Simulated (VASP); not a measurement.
# Sn: molecular dynamics with the cell free or held by constraints

Sn, Fd-3m (no. 227), 8 atoms in the cell. PBE, constrained or biased molecular dynamics; PAW potentials Sn (PBE set).

| Held coordinates | Spread of the volume (Å³) | Time (s) |
|---|---|---|
| none | 1.84 | 101 |
| volume held, shape free | 0.00 | 90 |
| angles held, lengths free | 2.87 | 85 |
| lengths in step, angles held | 0.77 | 73 |

Limits: each run has its own random start, so only a spread that vanishes tells of a constraint; the run is only 0.12 ps long, so its averages are rough.

## Input of the first row

INCAR:
```
SYSTEM = Sn
ALGO = Normal
EDIFF = 1E-5
ENCUT = 240
IBRION = 0
ISIF = 3
ISMEAR = 1
ISYM = 0
LANGEVIN_GAMMA = 10
LANGEVIN_GAMMA_L = 10
LCHARG = .FALSE.
LREAL = .FALSE.
LWAVE = .FALSE.
MDALGO = 3
NELMIN = 4
NSW = 60
PMASS = 1000
POTIM = 2.0
PREC = Normal
RANDOM_SEED = 845765 0 0
SIGMA = 0.2
TEBEG = 300
```

KPOINTS:
```
k-points
0
Gamma
  3 3 3
```

POSCAR:
```
Sn
1.0
    6.4666856000      0.0000000000      0.0000000000
    0.0000000000      6.4666856000      0.0000000000
    0.0000000000      0.0000000000      6.4666856000
Sn
8
Direct
    0.2500000000      0.2500000000      0.2500000000
    0.5000000000      0.0000000000      0.5000000000
    0.2500000000      0.7500000000      0.7500000000
    0.5000000000      0.5000000000      0.0000000000
    0.7500000000      0.2500000000      0.7500000000
    0.0000000000      0.0000000000      0.0000000000
    0.7500000000      0.7500000000      0.2500000000
    0.0000000000      0.5000000000      0.5000000000
```

Commands:
```
cat potpaw_PBE.64/Sn/POTCAR > POTCAR
mpirun -np 4 vasp_std > vasp.out
```

ICONST of row 4:
```
LA 1 2 0
LA 1 3 0
LA 2 3 0
LR 1 0
LR 2 0
LR 3 0
S 1.0 0.0 0.0 0.0 0.0 0.0 0
S 0.0 1.0 0.0 0.0 0.0 0.0 0
S 0.0 0.0 1.0 0.0 0.0 0.0 0
S 0 0 0 1 -1 0 0
S 0 0 0 1 0 -1 0
```

VASP 6.6.1 took 101 s on 4 cores (Intel Xeon 6975P-C (Granite Rapids)), a shared host.
